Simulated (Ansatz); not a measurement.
# Band structure of SnSe

```xyz
4
Lattice="2.1550 -5.8525 0.0000 2.1550 5.8525 0.0000 0.0000 0.0000 4.3180" Properties=species:S:1:pos:R:3 pbc="T T T"
Sn    2.1550   -4.4479    1.0795
Sn    2.1550    4.4479    3.2385
Se    2.1550   -1.6855    1.0795
Se    2.1550    1.6855    3.2385
```

Atoms are numbered in the order listed.

The cell is a measured one (Crystallography Open Database entry 9008296); the temperature and pressure of the measurement aren't taken into account, and nothing was relaxed. It was measured hot, at 825 K.

No spin–orbit coupling, which matters for the heavy atoms here.

Level of theory: Ansatz 0.2.0, DFT, PBE, all-electron LAPW, scalar-relativistic.

Settings: a Γ-centred 7×7×6 k mesh, Fermi–Dirac smearing of 0.03 eV, basis error target 1 meV/atom, no spin polarisation.

Points in fractions of the reciprocal vectors of this cell: Γ (0, 0, 0), Y (-0.5, 0.5, 0), C0 (-0.284, 0.716, 0), Σ0 (0.284, 0.284, 0), Z (0, 0, 0.5), A0 (0.284, 0.284, 0.5), E0 (-0.284, 0.716, 0.5), T (-0.5, 0.5, 0.5). The path joins them by straight lines in the order Γ–Y–C0–Σ0–Γ–Z–A0–E0–T; legs that retrace an earlier one aren't tabulated. Energies are in eV from the top of the valence band.

Problem. Is there a gap?

Solution. 0.36 eV (so small a gap may close at points that the mesh and path miss).

Problem. List the levels between -5 and 5 eV at the symmetry points.

Solution. 
Γ: -4.65, -3.33, -2.84, -2.21, -1.52, -0.57, 3.67, 3.78, 3.85, 4.24, 4.73
Y: -3.32, -2.84, -2.21, -1.77, -1.54, -0.56, 0.36, 3.25, 3.86, 3.92, 4.25
C0: -3.07, -1.70, -1.63, -1.50, -1.07, -0.22, 0.90, 0.98, 1.61, 2.23, 2.83
Σ0: -3.07, -1.70, -1.63, -1.50, -1.07, -0.22, 0.90, 0.98, 1.61, 2.23, 2.83
Z: -3.40 (×2), -1.59 (×2), -0.31 (×2), 0.90 (×2), 1.55 (×2)
A0: -4.82 (×2), -3.02 (×2), -1.70 (×2), 2.43 (×2), 4.85 (×2)
E0: -4.82 (×2), -3.02 (×2), -1.70 (×2), 2.43 (×2), 4.85 (×2)
T: -1.76 (×2), -1.42 (×2), -1.04 (×2), 1.48 (×2), 2.17 (×2), 2.84 (×2)
